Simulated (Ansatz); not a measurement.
# Σ5 (210) boundary in bcc Ta with Cu (substitutional): structure and resistance, part 2 of 2

Wanted: what the Σ5 (210) boundary in bcc Ta with Cu (substitutional) costs an interconnect.

Ansatz 0.2.0; Ansatz plane-wave DFT, PBE, PAW files; relaxation of a bicrystal slab with its lowest layers held; PAW set soft_1 (the session's first sound run).

So far. Step 2 (Relaxing the bicrystal): The largest force component on a free atom ends at 0.027 eV/Å, under the tolerance of 0.03, after 11 steps.

## (3) Transmission across the boundary

Bulk layers of each grain are laid under and over the relaxed boundary, and a lead is named in the middle of each, away from the free faces. The mesh across the current, 10×20, is finer than the density's, because channels open and close sharply across the zone. Energies from -0.1 to 0.1 eV in steps of 0.05 eV are too few for the program's thermal sum, so it prints no conductance; for a metal the transmission near the Fermi level serves, at a fraction of the cost.

This step: Ansatz plane-wave DFT, PBE, PAW files; ballistic transport by layer matching (Landauer), zero bias; boundary relaxed in a short slab, bulk layers laid on; PAW set soft_1 (Ansatz 0.2.0).

System of this step: Σ5 (210) boundary in bcc Ta with Cu (substitutional). The cell holds 57 atoms: 56 Ta and 1 Cu. Cell: a = 7.385 Å, b = 3.303 Å, c = 49.363 Å, α = 90.0°, β = 90.0°, γ = 90.0°. It derives from Ta. Regions: lower grain, 24 atoms (24 Ta); boundary, 14 atoms (13 Ta and 1 Cu); upper grain, 19 atoms (19 Ta). Vacuum lies along c.

The input, input.yaml:

```yaml
crystal:
  lattice:
    - [7.3847486598, 0.0, 0.0]
    - [0.0, 3.30256, 0.0]
    - [0.0, 0.0, 49.3625103137]
  atoms:
    - { symbol: Ta, position: [-9.2999999999, -15.5, 0.081033156] }
    - { symbol: Ta, position: [-8.9999999999, -15.0, 0.0959933933] }
    - { symbol: Ta, position: [-8.6999999999, -14.5, 0.1109536305] }
    - { symbol: Ta, position: [-8.3999999999, -14.0, 0.1259138678] }
    - { symbol: Ta, position: [-8.0999999999, -13.5, 0.1408741051] }
    - { symbol: Ta, position: [-7.7999999999, -13.0, 0.1558343423] }
    - { symbol: Ta, position: [-7.4999999999, -12.5, 0.1707945796] }
    - { symbol: Ta, position: [-7.1999999999, -12.0, 0.1857548168] }
    - { symbol: Ta, position: [-6.8999999999, -11.5, 0.2007150541] }
    - { symbol: Ta, position: [-6.5999999999, -11.0, 0.2156752914] }
    - { symbol: Ta, position: [-6.2999999999, -10.5, 0.2306355286] }
    - { symbol: Ta, position: [-5.9999999999, -10.0, 0.2455957659] }
    - { symbol: Ta, position: [-5.6999999999, -9.5, 0.2605560031] }
    - { symbol: Ta, position: [-5.3999999999, -9.0, 0.2755162404] }
    - { symbol: Ta, position: [-5.0999999999, -8.5, 0.2904764777] }
    - { symbol: Ta, position: [-4.8, -8.0, 0.3054367149] }
    - { symbol: Ta, position: [-4.5, -7.5, 0.3203969522] }
    - { symbol: Ta, position: [-4.2, -7.0, 0.3353571894] }
    - { symbol: Ta, position: [-3.9, -6.5, 0.3503174267] }
    - { symbol: Ta, position: [-3.6, -6.0, 0.3652776639] }
    - { symbol: Ta, position: [-3.3, -5.5, 0.3802379012] }
    - { symbol: Ta, position: [-3.0, -5.0, 0.3951981385] }
    - { symbol: Ta, position: [-2.7, -4.5, 0.4101583757] }
    - { symbol: Ta, position: [-2.4, -4.0, 0.425118613] }
    - { symbol: Ta, position: [0.9, 0.5, 0.4400788502] }
    - { symbol: Ta, position: [0.1973285253, 0.0, 0.4545204333] }
    - { symbol: Ta, position: [0.5030797186, 0.5, 0.4690491905] }
    - { symbol: Ta, position: [0.8047941115, 0.0, 0.4872750686] }
    - { symbol: Ta, position: [0.1034989517, 0.5, 0.4996701333] }
    - { symbol: Ta, position: [0.4153791248, 0.0, 0.5108379262] }
    - { symbol: Ta, position: [0.6878488335, 0.5, 0.5384429313] }
    - { symbol: Cu, position: [-0.011689271, 0.0, 0.5379044873] }
    - { symbol: Ta, position: [0.369724069, 0.0, 0.5633786488] }
    - { symbol: Ta, position: [0.0733360611, 0.5, 0.5772788137] }
    - { symbol: Ta, position: [0.777267284, 0.0, 0.5888555911] }
    - { symbol: Ta, position: [0.4809459306, 0.5, 0.6056507338] }
    - { symbol: Ta, position: [0.1800816095, 0.0, 0.6213788682] }
    - { symbol: Ta, position: [0.8770632892, 0.5, 0.6347223361] }
    - { symbol: Ta, position: [-2.4229367108, -4.0, 0.6496825733] }
    - { symbol: Ta, position: [-2.7229367108, -4.5, 0.6646428106] }
    - { symbol: Ta, position: [-3.0229367108, -5.0, 0.6796030478] }
    - { symbol: Ta, position: [-3.3229367108, -5.5, 0.6945632851] }
    - { symbol: Ta, position: [-3.6229367108, -6.0, 0.7095235223] }
    - { symbol: Ta, position: [-3.9229367108, -6.5, 0.7244837596] }
    - { symbol: Ta, position: [-4.2229367108, -7.0, 0.7394439969] }
    - { symbol: Ta, position: [-4.5229367108, -7.5, 0.7544042341] }
    - { symbol: Ta, position: [-4.8229367108, -8.0, 0.7693644714] }
    - { symbol: Ta, position: [-5.1229367108, -8.5, 0.7843247086] }
    - { symbol: Ta, position: [-5.4229367108, -9.0, 0.7992849459] }
    - { symbol: Ta, position: [-5.7229367108, -9.5, 0.8142451832] }
    - { symbol: Ta, position: [-6.0229367107, -10.0, 0.8292054204] }
    - { symbol: Ta, position: [-6.3229367107, -10.5, 0.8441656577] }
    - { symbol: Ta, position: [-6.6229367107, -11.0, 0.8591258949] }
    - { symbol: Ta, position: [-6.9229367107, -11.5, 0.8740861322] }
    - { symbol: Ta, position: [-7.2229367107, -12.0, 0.8890463695] }
    - { symbol: Ta, position: [-7.5229367107, -12.5, 0.9040066067] }
    - { symbol: Ta, position: [-7.8229367107, -13.0, 0.918966844] }
kpoints:
  mp_grid: { grid: [4, 8, 1] }
hamiltonian:
  xc: pbe
  pseudopotentials: { kind: paw, azcp: { folder: soft_1 } }
scf:
  occupations: { method: fermi_dirac, width: 0.1 }
output:
  transmission:
    leads: [[13, 14], [46, 47]]
    kmesh: [10, 20]
    e_range: [-0.1, 0.1]
    de: 0.05
  write_potential: true
  write_density: true
  volumetric_format: npy
  elf: true
```

Run with:

```console
> ansatz run input.yaml --threads 4 --pin off --max-ram 15360MiB --backend cpu --events-out ev --progress --plain --runs-dir out
```

Numbers of over 12 decimals in the logs are rounded to 6 here.

Output:

```text
[...]
Crystal: 57 atoms, lattice volume = 1203.881 Å³
Basis set: ecut = 420 eV, 23731 PW (Γ)
Bands: 449, of which v1, the nominal top of the filled ones, is band 374 counted from 1 (373 counted from 0)
Symmetry: 2 space group operations
[...]
k-points: 15 of 32 (time reversal used)
[...]
SCF iter   1: F=—  HF=-562909.846908 eV  |F-HF|=—  |Δ(HF+E_count)|=         —  Δρ=2.23e-1  dr2=1.87e3  ethr=3.10e-3  ⟨swp⟩=8.7  Hψ=27045  notcnv=0  defer=100
[...]
SCF iter  14: F=-562877.125775 eV  HF=-562877.125775 eV  |F-HF|=5.53e-8  |Δ(HF+E_count)|=   1.04e-7  Δρ=2.95e-6  dr2=7.33e-8  ethr=1.34e-11  ⟨swp⟩=21.9  Hψ=27754  notcnv=0
SCF 1 converged in 14 iterations: F = -562877.125775 eV  dr2 = 7.33e-8
[...]
transmission: 422 of 4158 steps passed
transmission: 832 of 4158 steps passed
[...]
transmission: 4158 of 4158 steps passed
WARN: The input density's exchange-correlation potential varies sharply where the density is thin. Do not read a vacuum level from v_tot or v_xc, or from such a field of the output density. On a cell that repeats whose density bears no net charge and no dipole along the vacuum's axis use v_es (v_loc + v_h of the components); under efield.dipole_correction with no amplitude use v_es + v_field, which holds any external [...]
SCF converged after 14 iterations
Free energy (F): -562877.125775 eV
[...]
Internal energy: -562874.742168 eV  (E = F + TS)
E sigma→0 (E₀):  -562875.933971 eV
Entropy (-TS):   -2.383606 eV (-41.818 meV/atom)
Fermi energy:    15.184686 eV
[...]
--- Band table (eV; the first three rows and the last of 15) ---
  k-point 0: bands = [... 370 lower, 15.4817, 15.4864, 15.5154, 15.6032, 15.6121, 15.6139, 15.6220, 15.6599, ... 71 higher]
  k-point 1: bands = [... 370 lower, 15.2087, 15.2216, 15.2457, 15.2867, 15.3014, 15.3249, 15.3653, 15.3695, ... 71 higher]
  k-point 2: bands = [... 370 lower, 14.7029, 14.7209, 14.7366, 14.7564, 14.7702, 14.7894, 14.8037, 14.8279, ... 71 higher]
  k-point 14: bands = [... 370 lower, 14.9314, 14.9615, 14.9757, 14.9800, 14.9827, 14.9979, 15.0015, 15.0041, ... 71 higher]
--- Transmission ---
  basis      : 219 plane waves across, 63 finite elements along
  points     : 66, standing for a mesh of 10 x 20
  energies   : 5 from -0.100000 to 0.100000 eV about the Fermi level, 0.050000 eV apart; the leads are filled to 0.000000 eV, and channels, transmission and decay are at 0.000000 eV
  crystal 0  : Ta3, at the sites [13, 14], period 2.2154 Å, over 18.46 Å; its Hamiltonian steps by up to 9.2 meV
    offset         : up to 0.0000 Å between an atom of the period and one for which it stands
    channels       : 5.525000e0 a spin
    conductance    : none, the energies end too early or step too widely for 300 K: set another output.transmission.e_range or a lower de, or, where they end at an eighth of basis.ecutwfc, a higher one
[...]
channels       : 5.525000e0 a spin
[...]
junction   : crystal 0 to crystal 1, 12.90 to 36.46 Å
    transmission   : 2.242943e0 a spin
[...]
```

It took 28 min on 4 threads of Arm Neoverse V1, shared host; peak memory 11 GiB; 1.8 h of CPU time.

Reading the cycles: dr2 is the Hartree energy of the density residual (eV), the measure of convergence; HF is the Harris–Foulkes estimate of the energy, which meets the free energy F at convergence.

Numbers from this step:

```
free energy                                    : -562877.1258 eV
energy at zero smearing                        : -562875.9340 eV
Fermi energy                                   : 15.18 eV
cell area                                      : 24.39 Å²
transmission per spin nearest the Fermi level  : 2.243
open channels per spin nearest the Fermi level : 5.525
open channels per spin, upper lead             : 5.525
step of the lead's potential                   : 9.2 meV
step of the upper lead's potential             : 9.7 meV
```

Per spin. The transmission, zone mean by energy, zero at the Fermi level:

| energy (eV) | transmission, zone mean |
| --- | --- |
| -0.1000 | 2.38 |
| -0.0500 | 2.30 |
| 0.0000 | 2.24 |
| 0.0500 | 2.15 |
| 0.1000 | 2.09 |

Per spin. The open channels, zone mean by energy, zero at the Fermi level:

| energy (eV) | lead | upper lead |
| --- | --- | --- |
| -0.1000 | 6.09 | 6.09 |
| -0.0500 | 5.67 | 5.70 |
| 0.0000 | 5.53 | 5.53 |
| 0.0500 | 5.28 | 5.28 |
| 0.1000 | 5.04 | 5.07 |

Transmission over k1 and k2. At 0.0000 eV from the Fermi level.

Ten even steps from '_' (0.69) to '@' (3.55):
```
__**##%%%%@@%%%%##**
====####%%##%%####==
==..++**======**++..
::--..::::..::::..--
::====::..__..::====
--****==::..::==****
++++%%**++++++**%%++
##****@@**==**@@****
**++******--******++
**++**##++--++##**++
**++******--******++
##****@@**==**@@****
++++%%**++++++**%%++
--****==::..::==****
::====::..__..::====
::--..::::..::::..--
==..++**======**++..
====####%%##%%####==
__**##%%%%@@%%%%##**
__####%%%%@@%%%%####
```
Columns: k1 (b1) from -0.5 to 0.4; rows upwards: k2 (b2) from -0.5 to 0.45.

Open channels over k1 and k2. At 0.0000 eV from the Fermi level.

Ten even steps from '0' (2.00) to '9' (8.00):
```
0566696665
3566888665
3168656861
3101313101
3551111155
6665313566
6886555688
9888858888
9888858888
9888888888
9888858888
9888858888
6886555688
6665313566
3551111155
3101313101
3168656861
3566888665
0566696665
0666696666
```
Columns: k1 (b1) from -0.5 to 0.4; rows upwards: k2 (b2) from -0.5 to 0.45.

Electrostatic potential energy in the ca plane at fractional y = 0.000, with atoms of Ta and Cu within 0.2 Å of it. With pseudopotentials it is smooth inside the atoms' cores, unlike the true potential.

Ten even steps from '0' (-50 eV) to '9' (17 eV), each cell a mean:
```
99730037999999998889995001699999999999998510
99864368999999986567997435899877899999999631
99987789999999852125899888998643479999999876
99999999999999840004899999997410158999999998
99999999889999851015899999997300158999999999
99999997657899975347999999998521369999877899
99999974113799998889999999999866789997434689
99999962002699999999999999999999999985101489
88999973002699999998889999999999999985100489
55799986435899999985447899878899999986312589
12479998778999999862014788544689999998656899
00269999999999999851003786200379999999989999
00379999999999999962114785100379999999999999
34689999999766789986557887311479998778999999
77899999997421479998889998655799974336899999
99999999997200269999999999988999851003799999
99998899997300269999999999999999851003799999
99975578998533589999999878999999973225899987
99741147999877899999997324899999987668999743
99620026999999999999995001699999999999998510
```
Columns run along c (16.0 Å, from fractional 0.36 to 0.69 of the cell; values clipped at the 3rd and 97th percentile), rows up along a (7.4 Å). Atoms in or near the plane, at fractional coordinates: Ta at (0.37, 0.40), Ta at (0.40, 0.00), Ta at (0.43, 0.60), Ta at (0.45, 0.20), Ta at (0.49, 0.80), Ta at (0.51, 0.42), Cu at (0.54, 0.99), Ta at (0.56, 0.37), Ta at (0.59, 0.78), Ta at (0.62, 0.18), Ta at (0.65, 0.58), Ta at (0.68, 0.98).

ELF in the ca plane at fractional y = 0.000, with atoms of Ta and Cu within 0.2 Å of it. It is the smooth field of the valence electrons, not physical close to the nuclei.

Values, 11 rows by 16 columns, each cell a mean:
```
0.31 0.57 0.47 0.46 0.50 0.32 0.34 0.31 0.27 0.22 0.35 0.28 0.40 0.48 0.38 0.53
0.37 0.31 0.29 0.50 0.48 0.44 0.56 0.31 0.28 0.30 0.32 0.60 0.36 0.46 0.46 0.32
0.44 0.49 0.32 0.30 0.42 0.40 0.57 0.35 0.41 0.40 0.45 0.46 0.36 0.46 0.32 0.40
0.49 0.46 0.41 0.60 0.29 0.32 0.33 0.38 0.49 0.47 0.29 0.47 0.31 0.31 0.55 0.35
0.33 0.44 0.46 0.49 0.36 0.48 0.42 0.28 0.47 0.49 0.31 0.42 0.48 0.45 0.44 0.38
0.58 0.29 0.31 0.41 0.37 0.44 0.41 0.62 0.37 0.35 0.36 0.46 0.45 0.34 0.57 0.29
0.45 0.37 0.48 0.39 0.36 0.45 0.42 0.46 0.45 0.52 0.52 0.41 0.46 0.36 0.34 0.45
0.52 0.36 0.45 0.39 0.44 0.32 0.29 0.47 0.28 0.49 0.56 0.31 0.33 0.30 0.48 0.46
0.33 0.40 0.48 0.36 0.48 0.48 0.47 0.37 0.36 0.25 0.31 0.35 0.51 0.52 0.40 0.49
0.43 0.34 0.32 0.29 0.58 0.40 0.50 0.42 0.24 0.31 0.49 0.43 0.52 0.51 0.34 0.32
0.36 0.52 0.48 0.41 0.32 0.32 0.50 0.40 0.28 0.23 0.43 0.48 0.26 0.32 0.32 0.55
```
Columns run along c (16.0 Å, from fractional 0.36 to 0.69 of the cell), rows up along a (7.4 Å). Atoms in or near the plane, at fractional coordinates: Ta at (0.37, 0.40), Ta at (0.40, 0.00), Ta at (0.43, 0.60), Ta at (0.45, 0.20), Ta at (0.49, 0.80), Ta at (0.51, 0.42), Cu at (0.54, 0.99), Ta at (0.56, 0.37), Ta at (0.59, 0.78), Ta at (0.62, 0.18), Ta at (0.65, 0.58), Ta at (0.68, 0.98).

Valence density in the ca plane at fractional y = 0.000, with atoms of Ta and Cu within 0.2 Å of it. It is the smooth field of the valence electrons, not physical close to the nuclei.

Ten steps, logarithmic in the rise over the least value, from '0' (0 e/Å³) to '9' (46 e/Å³), each cell a mean:
```
00145542000000000000003897200000000000000344
00023321000000012321001453100011100000000244
00001100000000024442000111000234310000000012
00000000000000135453100000001344420000000000
00000000000000034543000000001454420000000000
00000001221000013331000000000344410000111000
00000013443100001100000000000122100001343200
00000024444200000000000000000000000003444310
00000014554200000000110000000000000013545310
22100002342100000012331000011000000002444200
44310000110000000024543101233200000000222100
44420000000000000034454112455410000000000000
55410000000000000024543112444420000000000000
43200000000122100002321002444310001110000000
11000000001344310000000000132100013442000000
00000000001444420000000000000000024454100000
00000000001455420000000000000000024454100000
00012210000244210000000111000000014443000011
00134431000011000000001464100000001221000134
00244442000000000000003897200000000000000245
```
Columns run along c (16.0 Å, from fractional 0.36 to 0.69 of the cell), rows up along a (7.4 Å). Atoms in or near the plane, at fractional coordinates: Ta at (0.37, 0.40), Ta at (0.40, 0.00), Ta at (0.43, 0.60), Ta at (0.45, 0.20), Ta at (0.49, 0.80), Ta at (0.51, 0.42), Cu at (0.54, 0.99), Ta at (0.56, 0.37), Ta at (0.59, 0.78), Ta at (0.62, 0.18), Ta at (0.65, 0.58), Ta at (0.68, 0.98).

Over the solved energies the transmission per spin lies between 2.09 and 2.38, out of 5.52 channels of the lead on average (up to 6.09).

## (4) Specific resistance

This step: Ansatz plane-wave DFT, PBE, PAW files; ballistic transport by layer matching (Landauer), zero bias; specific resistance of the boundary; PAW set soft_1 (Ansatz 0.2.0).

This step gave:

```
area resistance                      : 0.8400 fΩ m²
T over the leads' mean channel count : 0.4040
```

Averaged over the energies near the Fermi level, 40.4 % of the channels pass, which makes 0.840 fΩ m².

By hand, with T and the leads' channels N averaged over the energies near the Fermi level: RA = A (h/2e²)(1/T − ½[1/N₁ + 1/N₂]) = 24.39×10⁻²⁰ m² × 12 906 Ω × (1/2.233 − ½[1/5.523 + 1/5.531]) = 0.840 fΩ m².

## (5) What came out

| Property | Result |
| --- | --- |
| specific resistance of the boundary | 0.840 fΩ m² |
| share of channels that pass | 0.404 |

In words: The boundary has a specific resistance of 0.84 fΩ m². The boundary reflects 60 % of the channels; 0.84 fΩ m² is 8.4×10⁻¹² Ω·cm². That equals the resistance of 6.2 nm of bulk Ta at 300 K (measured 13.5 µΩ cm, CRC Handbook of Chemistry and Physics, 84th ed., 2003, Electrical Resistivity of Pure Metals). One Cu in 24.4 Å² of boundary is a high coverage. Each plane of this narrow cell holds one atom, so the solute fills a whole plane. One starting structure was relaxed; another shift or atom count at the boundary may lie lower. Spin-orbit coupling is left out, which matters for Ta.

[Logs are printed without paths, hosts, clocks, repeated set-up lines and the standing remarks that a program may print on its own settings, such as how far it seeks lower states.]

[Hosts, paths, dates, database ids (printed as entryN), source tags and the programs' standing remarks are cut or masked in the printed files.]
